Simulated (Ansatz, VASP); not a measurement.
Ba in VASP and in Ansatz

File INCAR:

```
SYSTEM = Ba
PREC = Accurate
ENCUT = 520
EDIFF = 1E-6
ISMEAR = 0
SIGMA = 0.15
LREAL = .False.
LASPH = .True.
NELM = 100
ALGO = Fast
ISIF = 2
LWAVE = .False.
LCHARG = .True.
GGA = PE
LELF = .True.
LVHAR = .True.
NBANDS = 11
```

KPOINTS

```
regular mesh
0
Gamma
  15 15 14
  0 0 0
```

The input POSCAR:

```
Ba
1.0
    4.6445450604      0.0000000000      0.0000000000
   -2.3222725302      4.0222940113      0.0000000000
    0.0000000000      0.0000000000      3.3724773480
Ba
1
Direct
    0.0000000000      0.0000000000      0.0000000000
```

Input for Ansatz:

```yaml
crystal:
  lattice:
    - [4.6445450604, 0.0, 0.0]
    - [-2.3222725302, 4.0222940113, 0.0]
    - [0.0, 0.0, 3.372477348]
  atoms:
    - { symbol: Ba, position: [0.0, 0.0, 0.0] }
basis:
  ecutwfc: 420
kpoints:
  mp_grid: { grid: [15, 15, 14] }
hamiltonian:
  xc: pbe
scf:
  occupations: { method: gaussian, width: 0.15 }
output:
  forces: true
  stress: true
  eigenvalues: true
```

Alike in both runs: task single point; functional PBE; k mesh 15 × 15 × 14; occupations gaussian, width 0.15 eV; no spin polarisation.

```csv
,VASP,Ansatz
version,VASP 6.6.1,Ansatz 0.2.0
potentials or method,"VASP PAW PBE potentials, release 64 (Ba_sv)","scalar-relativistic, plane waves, PAW"
plane-wave cutoff (eV),520,420
valence electrons in the cell,10,10
```

Ansatz gave:

| Item | Value |
| --- | --- |
| gap on the k mesh at the Fermi level (eV) | none |
| pressure (GPa) | 0.3 |
| largest component of the traceless stress (GPa) | 6.41 |

Q: Which values does VASP return?

A: gap on the k mesh at the Fermi level (eV): none; pressure (GPa): 0.5; largest component of the traceless stress (GPa): 6.67.

A gap of «none» marks a metal or a gap that the smearing closes.

Spin-orbit coupling is left out, which matters for the levels of Ba.
